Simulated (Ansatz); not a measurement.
## ZrSiO4, space group I4_1/amd: an SCF with some post-processing, step by step

Program: the Ansatz DFT code, driven from Python.

Notebook, run cell by cell (the value of a cell's last expression is shown):

**Cell 1**
```python
import ansatz as az
import numpy as np
from pymatgen.core import Structure
from pymatgen.core import Lattice, Structure
from pymatgen.io.ase import AseAtomsAdaptor
```

**Cell 2**
```python
pmg_structure = Structure(
    Lattice([(-3.3035, 3.3035, 2.991), (3.3035, -3.3035, 2.991), (3.3035, 3.3035, -2.991)]),
    ["Zr", "Zr", "Si", "Si", "O", "O", "O", "O", "O", "O", "O", "O"],
    [
        (0.75, 0.25, 0.5),
        (0.0, 0.0, 0.0),
        (0.25, 0.75, 0.5),
        (0.5, 0.5, 0.0),
        (0.1364, 0.3203, 0.8161),
        (0.0703, 0.7542, 0.6839),
        (0.5042, 0.3203, 0.1839),
        (0.0703, 0.3864, 0.3161),
        (0.6136, 0.9297, 0.6839),
        (0.6797, 0.8636, 0.1839),
        (0.2458, 0.9297, 0.3161),
        (0.6797, 0.4958, 0.8161),
    ],
)
structure = az.Crystal.from_ase(AseAtomsAdaptor.get_atoms(pmg_structure))
```

**Cell 3**
```python
structure.resolved().tree()["lattice"]
```
Output:
```text
((-3.3035, 3.3035, 2.991), (3.3035, -3.3035, 2.991), (3.3035, 3.3035, -2.991))
```

**Cell 4**
```python
base = (
    structure.calculation()
    .functional("mr2scan")
    .accuracy("medium")
    .kpoints(2, shift=0.5)
    .occupations(az.OccupationsMethod.FIXED)
    .electric_field_gradient()
    .band_table()
    .density_of_states(energy_step=0.1)
)
outcome = base.run(threads=1)
report = outcome.report
```
Output:
```text
DeckWarning: basis.ecutwfc = 500 eV, auto-derived from the records' recommended cutoffs: set by Zr (their level for a meta-GGA)
DeckWarning: Zr: output.efg is read without spin–orbit coupling, which moves field gradients at and beside such atoms by some per cent and up to a factor of two; PAW files take it under magnetization.noncollinear and magnetization.spin_orbit
```

**Cell 5**
```python
report["n_electrons"]
```
Output:
```text
80.0
```

**Cell 6**
```python
[(site.symbol, site.position_frac.round(4).tolist()) for site in outcome.lattice.sites]
```
Output:
```text
[(<Element.ZR: 'Zr'>, [0.75, 0.25, 0.5]), (<Element.ZR: 'Zr'>, [0.0, 0.0, 0.0]),
 (<Element.SI: 'Si'>, [0.25, 0.75, 0.5]), (<Element.SI: 'Si'>, [0.5, 0.5, 0.0]),
 (<Element.O: 'O'>, [0.1364, 0.3203, 0.8161]), (<Element.O: 'O'>, [0.0703, 0.7542, 0.6839]),
 (<Element.O: 'O'>, [0.5042, 0.3203, 0.1839]), (<Element.O: 'O'>, [0.0703, 0.3864, 0.3161]),
 (<Element.O: 'O'>, [0.6136, 0.9297, 0.6839]), (<Element.O: 'O'>, [0.6797, 0.8636, 0.1839]),
 (<Element.O: 'O'>, [0.2458, 0.9297, 0.3161]), (<Element.O: 'O'>, [0.6797, 0.4958, 0.8161])]
```

**Cell 7**
```python
n_atoms = len(report["lattice"]["sites"])
print("F =", round(report["free_energy_ev"], 4), "eV for", n_atoms, "atoms")
print("E(sigma -> 0) =", round(report["energy_sigma0_ev"], 4), "eV, TS =", round(report["entropy_ts_ev"], 5), "eV")
print("closed by", report["closed_by"], "after", report["n_iterations"], "iterations")
```
Output:
```text
F = -14237.1199 eV for 12 atoms
E(sigma -> 0) = -14237.1199 eV, TS = 0.0 eV
closed by deck_thresholds after 7 iterations
```

**Cell 8**
```python
for row in report["efg"]:
    print({k: round(v, 4) if isinstance(v, float) else v for k, v in row.items() if not isinstance(v, (list, dict))})
```
Output:
```text
{'site': 1, 'element': 'Zr', 'v_zz_1e21_v_m2': 5.1376, 'eta': 0.0, 'by_run_symmetry': 'allowed', 'electrostatic_potential_v': -5921.7465}
{'site': 2, 'element': 'Zr', 'v_zz_1e21_v_m2': 5.1376, 'eta': 0.0, 'by_run_symmetry': 'allowed', 'electrostatic_potential_v': -5921.7465}
{'site': 3, 'element': 'Si', 'v_zz_1e21_v_m2': -2.2019, 'eta': 0.0, 'by_run_symmetry': 'allowed', 'electrostatic_potential_v': -1360.4152}
{'site': 4, 'element': 'Si', 'v_zz_1e21_v_m2': -2.2019, 'eta': 0.0, 'by_run_symmetry': 'allowed', 'electrostatic_potential_v': -1360.4152}
{'site': 5, 'element': 'O', 'v_zz_1e21_v_m2': 4.515, 'eta': 0.7792, 'by_run_symmetry': 'allowed', 'electrostatic_potential_v': -625.1366}
{'site': 6, 'element': 'O', 'v_zz_1e21_v_m2': 4.515, 'eta': 0.7792, 'by_run_symmetry': 'allowed', 'electrostatic_potential_v': -625.1366}
{'site': 7, 'element': 'O', 'v_zz_1e21_v_m2': 4.515, 'eta': 0.7792, 'by_run_symmetry': 'allowed', 'electrostatic_potential_v': -625.1366}
{'site': 8, 'element': 'O', 'v_zz_1e21_v_m2': 4.515, 'eta': 0.7792, 'by_run_symmetry': 'allowed', 'electrostatic_potential_v': -625.1366}
{'site': 9, 'element': 'O', 'v_zz_1e21_v_m2': 4.515, 'eta': 0.7792, 'by_run_symmetry': 'allowed', 'electrostatic_potential_v': -625.1366}
{'site': 10, 'element': 'O', 'v_zz_1e21_v_m2': 4.515, 'eta': 0.7792, 'by_run_symmetry': 'allowed', 'electrostatic_potential_v': -625.1366}
{'site': 11, 'element': 'O', 'v_zz_1e21_v_m2': 4.515, 'eta': 0.7792, 'by_run_symmetry': 'allowed', 'electrostatic_potential_v': -625.1366}
{'site': 12, 'element': 'O', 'v_zz_1e21_v_m2': 4.515, 'eta': 0.7792, 'by_run_symmetry': 'allowed', 'electrostatic_potential_v': -625.1366}
```

**Cell 9**
```python
# band edges over the mesh points; the true edges can lie between them
levels = np.array(report["eigenvalues_ev"])
filled = round(report["n_electrons"] / 2)
top, bottom = levels[:, filled - 1], levels[:, filled]
print("top of band", filled, "at k =", report["kpoints_frac"][top.argmax()], f"{top.max():.4f} eV")
print("bottom of band", filled + 1, "at k =", report["kpoints_frac"][bottom.argmin()], f"{bottom.min():.4f} eV")
print(f"gap by band count {bottom.min() - top.max():.3f} eV, least direct gap {(bottom - top).min():.3f} eV")
```
Output:
```text
top of band 40 at k = [0.25, 0.25, -0.25] 7.4621 eV
bottom of band 41 at k = [0.25, 0.25, 0.25] 13.0144 eV
gap by band count 5.552 eV, least direct gap 5.811 eV
```

**Cell 10**
```python
final = Structure(outcome.lattice.cell_ang, [s.symbol for s in outcome.lattice.sites], [s.position_frac for s in outcome.lattice.sites])
distances = np.array([n.nn_distance for shell in final.get_all_neighbors(5.0) for n in shell])
values, counts = np.unique(distances.round(2), return_counts=True)
print("distance (A)  neighbours per atom")
for value, count in list(zip(values, counts))[:14]:
    print(f"{value:10.2f} {count / len(final):10.2f}")
```
Output:
```text
distance (A)  neighbours per atom
      1.62       1.33
      2.13       1.33
      2.27       1.33
      2.43       0.67
      2.49       0.67
      2.75       1.33
      2.84       2.67
      2.99       0.67
      3.07       1.33
      3.31       1.33
      3.37       1.33
      3.54       2.67
      3.63       2.67
      3.75       0.67
```

**Cell 11**
```python
dos = outcome.density_of_states()
energy = np.asarray(dos.energies_ev) - dos.fermi_ev
states, count = np.asarray(dos.spin_summed_g_bin_mean_per_ev), np.asarray(dos.spin_summed_integrated)
g_fermi = float(np.interp(0.0, energy, states))
print(f"g(E_F) = {g_fermi:.3f} states/eV per cell")
for low, high in ((-10, -6), (-6, -3), (-3, 0), (0, 3)):
    print(f"states between {low} and {high} eV: {np.interp(high, energy, count) - np.interp(low, energy, count):.3f}")
```
Output:
```text
g(E_F) = 0.636 states/eV per cell
states between -10 and -6 eV: 2.372
states between -6 and -3 eV: 17.515
states between -3 and 0 eV: 28.111
states between 0 and 3 eV: 0.002
```

These settings explore the input space; cutoff and mesh may be short of convergence. The run is spin-unpolarised. Semilocal gaps usually lie well under measured ones. With fixed filling the reported Fermi level is the top filled level among the k-points of the SCF. The k-point mesh is coarse, and energy and stress weren't tested for convergence. This mesh misses the zone centre, where many direct gaps lie, so the gap can be several times too large. The crystal has a gap of about 5.55 eV on the mesh; bins of finite width blur the band edges. The starting cell is as deposited in a crystallographic database; the results hold for this polymorph, which needn't be the stable one. Levels are Kohn-Sham eigenvalues on this mesh, without spin-orbit coupling. Warnings are shown shortened and without file and line. The density of states is complete only as far up as bands were computed. It ran for 8.2 s on 1 thread of Arm Neoverse V1, on a shared host, peak memory 0.81 GiB.

(Lines on the test bed's own set-up are left out of the output.)
